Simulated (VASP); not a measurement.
# Rb (P6_3/mmc) in VASP: single point with PBE

Aim: the single point of Rb with PBE.

Program: VASP 6.6.1. These are calculated values, not measurements. Logs are shortened: lines on timing, memory, paths and dates and some standing lists are left out, and cuts for length are marked.

## Step 1: The structure

It takes space group P6_3/mmc (No. 194, hexagonal). The conventional cell has a = 4.980 Å, b = 4.980 Å, c = 8.134 Å, α = 90.00°, β = 90.00°, γ = 120.00°.

The cell was built by a generator and needn't be a form met in nature.

## Step 2: Single point, PBE

Contents of INCAR:

```
PREC = Accurate
ENCUT = 520
EDIFF = 1E-6
ISMEAR = 0
SIGMA = 0.05
LREAL = False
LASPH = True
NELM = 100
ALGO = Normal
ISIF = 2
LWAVE = False
LCHARG = False
GGA = PE
NBANDS = 16
```

Contents of KPOINTS:

```
Automatic mesh
0
Gamma
  6 6 4
```

Contents of POSCAR:

```
Rb
1.0
    4.9797773258      0.0000000000      0.0000000000
   -2.4898886629      4.3126136693      0.0000000000
    0.0000000000      0.0000000000      8.1336362988
Rb
2
Direct
    0.3333333333      0.6666666667      0.7500000000
    0.6666666667      0.3333333333      0.2500000000
```

Potentials or basis: VASP PAW PBE potentials, release 64 (Rb_sv).

On the command line:

```sh
$ cat potpaw_PBE.64/Rb_sv/POTCAR > POTCAR
$ mpirun -np 1 vasp_std > vasp.out
```

OUTCAR:

```text
PREC = Accurate
   ENCUT = 520
   EDIFF = 1E-6
   ISMEAR = 0
   LREAL = False
   LASPH = True
   NELM = 100
   ISIF = 2
   GGA = PE

 ion  position               nearest neighbor table
   1  0.333  0.667  0.750-   2 4.98   2 4.98   2 4.98   2 4.98   2 4.98   2 4.98
   2  0.667  0.333  0.250-   1 4.98   1 4.98   1 4.98   1 4.98   1 4.98   1 4.98

  LATTYP: Found a hexagonal cell.
 ALAT       =     4.9797773258
 C/A-ratio  =     1.6333333333

  Lattice vectors:

 A1 = (   4.9797773258,   0.0000000000,   0.0000000000)
 A2 = (  -2.4898886629,   4.3126136693,   0.0000000000)
 A3 = (   0.0000000000,   0.0000000000,   8.1336362988)

Analysis of symmetry for initial positions (statically):
=====================================================================
 Subroutine PRICEL returns:
 Original cell was already a primitive cell.

 Routine SETGRP: Setting up the symmetry group for a
 hexagonal supercell.

 Subroutine GETGRP returns: Found 24 space group operations
 (whereof 12 operations were pure point group operations)
 out of a pool of 24 trial point group operations.

The static configuration has the point symmetry D_3d.
 The point group associated with its full space group is D_6h.

Analysis of symmetry for dynamics (positions and initial velocities):
=====================================================================
 Subroutine PRICEL returns:
 Original cell was already a primitive cell.

 Routine SETGRP: Setting up the symmetry group for a
 hexagonal supercell.

 Subroutine GETGRP returns: Found 24 space group operations
 (whereof 12 operations were pure point group operations)
 out of a pool of 24 trial point group operations.

The dynamic configuration has the point symmetry D_3d.
 The point group associated with its full space group is D_6h.

 Subroutine INISYM returns: Found 24 space group operations
 (whereof 12 operations are pure point group operations),
 and found     1 'primitive' translations

----------------------------------------------------------------------------------------

                                     Primitive cell

  volume of cell :     174.6768

  direct lattice vectors                    reciprocal lattice vectors
     4.979777326  0.000000000  0.000000000     0.200812192  0.115938973  0.000000000
    -2.489888663  4.312613669  0.000000000     0.000000000  0.231877946  0.000000000
     0.000000000  0.000000000  8.133636299     0.000000000  0.000000000  0.122946240

  length of vectors
     4.979777326  4.979777326  8.133636299     0.231877946  0.231877946  0.122946240

  position of ions in fractional coordinates (direct lattice)
     0.333333333  0.666666667  0.750000000
     0.666666667  0.333333333  0.250000000

  ion indices of the primitive-cell ions
   primitive index   ion index
                 1           1
                 2           2

----------------------------------------------------------------------------------------

 KPOINTS: Automatic mesh

Automatic generation of k-mesh.
 Grid dimensions read from file:
 generate k-points for:    6    6    4

 Generating k-lattice:

  Cartesian coordinates                     Fractional coordinates (reciprocal lattice)
     0.033468699  0.019323162  0.000000000     0.166666667  0.000000000  0.000000000
     0.000000000  0.038646324  0.000000000     0.000000000  0.166666667  0.000000000
     0.000000000  0.000000000  0.030736560     0.000000000  0.000000000  0.250000000

  Length of vectors
     0.038646324  0.038646324  0.030736560

  Shift w.r.t. Gamma in fractional coordinates (k-lattice)
     0.000000000  0.000000000  0.000000000

 Subroutine IBZKPT returns following result:
 ===========================================

 Found     21 irreducible k-points:

 Following reciprocal coordinates:
            Coordinates               Weight
  0.000000  0.000000  0.000000      1.000000
  0.166667  0.000000  0.000000      6.000000
  0.333333  0.000000  0.000000      6.000000
  0.500000  0.000000  0.000000      3.000000
  0.166667  0.166667  0.000000      6.000000
  0.333333  0.166667  0.000000     12.000000
[... 13 lines left out ...]
  0.333333  0.166667  0.500000     12.000000
  0.333333  0.333333  0.500000      2.000000
   k-points           NKPTS =     21   k-points in BZ     NKDIM =     21   number of bands    NBANDS=     16
   number of dos      NEDOS =    301   number of ions     NIONS =      2
   total plane-waves  NPLWV =  96000
   dimension x,y,z NGX =    40 NGY =   40 NGZ =   60
   dimension x,y,z NGXF=    80 NGYF=   80 NGZF=  120
   ions per type =               2
   NGX,Y,Z   is equivalent  to a cutoff of  13.35, 13.35, 12.26 a.u.
   NGXF,Y,Z  is equivalent  to a cutoff of  26.71, 26.71, 24.53 a.u.
 SYSTEM =  unknown system
   PREC   = accura    normal or accurate (medium, high low for compatibility)
   ISTART =      0    job   : 0-new  1-cont  2-samecut
   ICHARG =      2    charge: 1-file 2-atom 10-const
   ISPIN  =      1    spin polarized calculation?
   LNONCOLLINEAR =      F non collinear calculations
   LSORBIT =      F    spin-orbit coupling
   LASPH  =      T    aspherical Exc in radial PAW
   ENCUT  =  520.0 eV  38.22 Ry    6.18 a.u.   9.26  9.26 15.12*2*pi/ulx,y,z
   NELM   =    100;   NELMIN=  2; NELMDL= -5     # of ELM steps
   EDIFF  = 0.1E-05   stopping-criterion for ELM
   LREAL  =      F    real-space projection
   EDIFFG = 0.1E-04   stopping-criterion for IOM
   NSW    =      0    number of steps for IOM
   IBRION =     -1    ionic relax: 0-MD 1-quasi-New 2-CG
   NFREE  =      0    steps in history (QN), initial steepest desc. (CG)
   ISIF   =      2    stress and relaxation
   ISYM   =      2    0-nonsym 1-usesym 2-fastsym
   POTIM  = 0.5000    time-step for ionic-motion
   TEBEG  =    0.0;   TEEND  =   0.0 temperature during run
   PSTRESS=    0.0 pullay stress
   NELECT =      18.0000    total number of electrons
   NUPDOWN=      -1.0000    fix difference up-down
   EMIN   =  10.00;   EMAX   =-10.00  energy-range for DOS
   EFERMI =   0.00;   METHOD = LEGACY
   ISMEAR =     0;   SIGMA  =   0.05  broadening in eV -4-tet -1-fermi 0-gaus
   EFERMI_NEDOS =   21; number of points for ismear=-14 and -15
   IALGO  =     38    algorithm
   IMIX   =      4    mixing-type and parameters
     AMIX     =   0.40;   BMIX     =  1.00
     AMIX_MAG =   1.60;   BMIX_MAG =  1.00
  volume/ion in A,a.u.               =      87.34       589.39
  Fermi-wavevector in a.u.,A,eV,Ry     =   0.767516  1.450394  8.014924  0.589080
  Thomas-Fermi vector in A             =   1.868089
   LORBIT       =      0    0 simple, 1 ext, 2 COOP (PROOUT), +10 PAW based schemes
   GGA     = PE    functional components
   LHFCALC =     F    Hartree Fock is set to
   AEXX    =    0.0000 exact exchange contribution
   IVDW    =     0    specifies the selected vdW correction
   LEPSILON=     F    determine dielectric tensor
   LRPA    =     F    only Hartree local field effects (RPA)
 non-spin polarized calculation
 Gauss-broadening in eV      SIGMA  =   0.05
  energy-cutoff  :      520.00
  volume of cell :      174.68
 maximum number of plane-waves:      4735
 NGX is ok and might be reduce to    40
   NGX = 19   NGY = 19   NGZ = 31

 number of electron      18.0000000 magnetization

 Free energy of the ion-electron system (eV)
  ---------------------------------------------------
  ext. energy  EPLUGINS =         0.00000000
  ---------------------------------------------------
  free energy    TOTEN  =        -1.87248244 eV

  energy without entropy =       -1.87140189  energy(sigma->0) =       -1.87194216

 E-fermi :   0.0528     XC(G=0):  -5.5653

 val. band max:       -0.0082194082   @ k =   0.3333   0.1667   0.2500
 cond. band min:       0.1451645956   @ k =   0.5000   0.0000   0.0000
 fundamental gap:      0.1533840038
 Fermi energy:         0.0527826642

 k-point     1 :       0.0000    0.0000    0.0000
  band No.  band energies     occupation
      1     -28.7700      2.00000
      2     -28.7654      2.00000
      3     -12.9178      2.00000
      4     -12.8244      2.00000
      5     -12.8244      2.00000
      6     -12.8095      2.00000
[... 8 lines left out ...]
     15       4.0269      0.00000
     16       4.0269      0.00000

 k-point     2 :       0.1667    0.0000    0.0000
  band No.  band energies     occupation
      1     -28.7690      2.00000
      2     -28.7649      2.00000
      3     -12.9084      2.00000
      4     -12.8451      2.00000
      5     -12.8308      2.00000
      6     -12.8308      2.00000
[... 8 lines left out ...]
     15       3.8118      0.00000
     16       4.0798      0.00000

 k-point     3 :       0.3333    0.0000    0.0000
  band No.  band energies     occupation
      1     -28.7667      2.00000
      2     -28.7641      2.00000
      3     -12.8871      2.00000
      4     -12.8859      2.00000
      5     -12.8716      2.00000
      6     -12.8431      2.00000
[... 8 lines left out ...]
     15       3.6886      0.00000
     16       4.3321      0.00000

 k-point     4 :       0.5000    0.0000    0.0000
  band No.  band energies     occupation
      1     -28.7654      2.00000
      2     -28.7639      2.00000
      3     -12.9082      2.00000
      4     -12.8912      2.00000
      5     -12.8695      2.00000
      6     -12.8491      2.00000
[... 8 lines left out ...]
     15       3.5221      0.00000
     16       4.7209      0.00000

 k-point     5 :       0.1667    0.1667    0.0000
  band No.  band energies     occupation
      1     -28.7673      2.00000
      2     -28.7643      2.00000
      3     -12.8923      2.00000
      4     -12.8681      2.00000
      5     -12.8658      2.00000
      6     -12.8386      2.00000
[... 8 lines left out ...]
     15       3.4320      0.00000
     16       4.1880      0.00000

 k-point     6 :       0.3333    0.1667    0.0000
  band No.  band energies     occupation
      1     -28.7654      2.00000
      2     -28.7639      2.00000
      3     -12.8971      2.00000
      4     -12.8831      2.00000
      5     -12.8697      2.00000
      6     -12.8569      2.00000
[... 8 lines left out ...]
     15       3.0503      0.00000
     16       3.8208      0.00000

 k-point     7 :       0.3333    0.3333    0.0000
  band No.  band energies     occupation
      1     -28.7642      2.00000
      2     -28.7642      2.00000
      3     -12.8906      2.00000
      4     -12.8751      2.00000
      5     -12.8751      2.00000
      6     -12.8583      2.00000
[... 8 lines left out ...]
     15       2.8668      0.00000
     16       3.7438      0.00000

 k-point     8 :       0.0000    0.0000    0.2500
  band No.  band energies     occupation
      1     -28.7694      2.00000
      2     -28.7661      2.00000
      3     -12.9022      2.00000
      4     -12.8252      2.00000
      5     -12.8222      2.00000
      6     -12.8222      2.00000
[... 8 lines left out ...]
     15       3.8629      0.00000
     16       3.8629      0.00000

 k-point     9 :       0.1667    0.0000    0.2500
  band No.  band energies     occupation
      1     -28.7684      2.00000
      2     -28.7655      2.00000
      3     -12.8968      2.00000
      4     -12.8426      2.00000
      5     -12.8393      2.00000
      6     -12.8282      2.00000
[... 8 lines left out ...]
     15       3.7529      0.00000
     16       3.9741      0.00000
[... 115 lines left out ...]
 k-point    16 :       0.1667    0.0000    0.5000
  band No.  band energies     occupation
      1     -28.7669      2.00000
      2     -28.7669      2.00000
      3     -12.8687      2.00000
      4     -12.8687      2.00000
      5     -12.8302      2.00000
      6     -12.8302      2.00000
[... 8 lines left out ...]
     15       3.7889      0.00000
     16       3.7889      0.00000

 k-point    17 :       0.3333    0.0000    0.5000
  band No.  band energies     occupation
      1     -28.7654      2.00000
      2     -28.7654      2.00000
      3     -12.8957      2.00000
      4     -12.8957      2.00000
      5     -12.8384      2.00000
      6     -12.8384      2.00000
[... 8 lines left out ...]
     15       3.9626      0.00000
     16       3.9626      0.00000

 k-point    18 :       0.5000    0.0000    0.5000
  band No.  band energies     occupation
      1     -28.7646      2.00000
      2     -28.7646      2.00000
      3     -12.9137      2.00000
      4     -12.9137      2.00000
      5     -12.8377      2.00000
      6     -12.8377      2.00000
[... 8 lines left out ...]
     15       3.9720      0.00000
     16       3.9720      0.00000

 k-point    19 :       0.1667    0.1667    0.5000
  band No.  band energies     occupation
      1     -28.7658      2.00000
      2     -28.7658      2.00000
      3     -12.8843      2.00000
      4     -12.8843      2.00000
      5     -12.8411      2.00000
      6     -12.8411      2.00000
[... 8 lines left out ...]
     15       3.7188      0.00000
     16       3.7188      0.00000

 k-point    20 :       0.3333    0.1667    0.5000
  band No.  band energies     occupation
      1     -28.7646      2.00000
      2     -28.7646      2.00000
      3     -12.9038      2.00000
      4     -12.9038      2.00000
      5     -12.8537      2.00000
      6     -12.8537      2.00000
[... 8 lines left out ...]
     15       3.7433      0.00000
     16       3.7433      0.00000

 k-point    21 :       0.3333    0.3333    0.5000
  band No.  band energies     occupation
      1     -28.7643      2.00000
      2     -28.7643      2.00000
      3     -12.8960      2.00000
      4     -12.8960      2.00000
      5     -12.8745      2.00000
      6     -12.8745      2.00000
[... 8 lines left out ...]
     15       3.9633      0.00000
     16       3.9633      0.00000

------------------------ aborting loop because EDIFF is reached ----------------------------------------

  FORCE on cell =-STRESS in cart. coord.  units (eV):
  Direction    XX          YY          ZZ          XY          YZ          ZX
  --------------------------------------------------------------------------------------
  -------------------------------------------------------------------------------------
  Total        0.2283772      0.2283772      0.0079523      0.0000000      0.0000000      0.0000000
  in kB        2.0947303      2.0947303      0.0729408      0.0000000      0.0000000      0.0000000
  external PRESSURE =       1.4208005 kB  Pullay stress =       0.0000000 kB

 VOLUME and BASIS-vectors are now :
 -----------------------------------------------------------------------------
  energy-cutoff  :      520.00
  volume of cell :      174.68
      direct lattice vectors                 reciprocal lattice vectors
     4.979777326  0.000000000  0.000000000     0.200812192  0.115938973  0.000000000
    -2.489888663  4.312613669  0.000000000     0.000000000  0.231877946  0.000000000
     0.000000000  0.000000000  8.133636299     0.000000000  0.000000000  0.122946240

 POSITION                                       TOTAL-FORCE (eV/Angst)
 -----------------------------------------------------------------------------------
     -0.00000      2.87508      6.10023        -0.000000     -0.000000      0.000000
      2.48989      1.43754      2.03341         0.000000      0.000000      0.000000
 -----------------------------------------------------------------------------------
    total drift:                               -0.000000      0.000000     -0.000000

  FREE ENERGIE OF THE ION-ELECTRON SYSTEM (eV)
  ---------------------------------------------------
  free  energy   TOTEN  =        -1.8724824365 eV

  energy  without entropy=       -1.8714018872  energy(sigma->0) =       -1.87194216
```

Wall time 50 s (1 thread of Intel Xeon Platinum 8488C (Sapphire Rapids), shared host); peak memory 0.28 GiB.

What came out:

* Free energy: -1.8725 eV
* Pressure: 0.1 GPa
* Band gap on the k mesh: none (metal or under the smearing width)
